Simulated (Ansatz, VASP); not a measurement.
This is a calculation of WS for VASP 6.6.1.

Contents of INCAR:

```
PREC = Accurate ; ENCUT = 520
EDIFF = 1E-6 ; ISMEAR = -1
SIGMA = 0.05 ; LREAL = F
LASPH = T ; NELM = 80
ALGO = Normal ; ISIF = 2
LWAVE = F ; LCHARG = F
GGA = PE ; NBANDS = 17
```

The input KPOINTS:

```
Automatic mesh
0
Gamma
  8 8 8
```

Contents of POSCAR:

```
WS
1.0
    3.4217279949      0.0000000000      0.0000000000
    0.0000000000      3.4217279949      0.0000000000
    0.0000000000      0.0000000000      3.4217279949
W S
1 1
Direct
    0.5000000000      0.5000000000      0.5000000000
    0.0000000000      0.0000000000      0.0000000000
```

Potentials or basis: VASP PAW PBE potentials, release 64 (W_sv, S).

The run is started by

```bash
$ cat potpaw_PBE.64/W_sv/POTCAR potpaw_PBE.64/S/POTCAR > POTCAR
$ mpirun -np 1 vasp_std > vasp.out
```

**Question.** Set up the same calculation for Ansatz 0.2.0. Potentials there: all-electron LAPW, scalar-relativistic.

**Answer.** As run (the cutoff follows the program's own potentials):

File input.yaml:

```yaml
crystal:
  lattice:
    - [3.4217279949, 0.0, 0.0]
    - [0.0, 3.4217279949, 0.0]
    - [0.0, 0.0, 3.4217279949]
  atoms:
    - { symbol: W, position: [0.5, 0.5, 0.5] }
    - { symbol: S, position: [0.0, 0.0, 0.0] }
kpoints:
  mp_grid: { grid: [8, 8, 8] }
scf:
  occupations: { method: fermi_dirac, width: 0.05 }
hamiltonian:
  xc: pbe
  pseudopotentials: { kind: all_electron, lapw: { basis_error: 0.0005 } }
output:
  forces: true
  stress: true
  eigenvalues: true
```

Potentials or basis: all-electron LAPW, scalar-relativistic.

Run with:

```bash
$ ansatz run input.yaml --threads 1 --pin off --max-ram 3072MiB --backend cpu --events-out ev --progress --plain --runs-dir out
```

Both were run:

|  | VASP | Ansatz | Ansatz less VASP |
| --- | --- | --- | --- |
| gap on the k mesh at the Fermi level (eV) | none | none | - |
| pressure (GPa) | -35.6 | -35.6 | 0.00 |

A gap of «none» marks a metal or a gap that the smearing closes. Ansatz ran all-electron here, so the differences hold the error of VASP's frozen core and of both bases.

Caveats: the cell as given lies far from equilibrium (VASP); so large a pressure means that the cell lies far from this level's equilibrium, or that cutoff or potentials fall short (VASP). Spin-orbit coupling is left out, which matters for the levels of W.
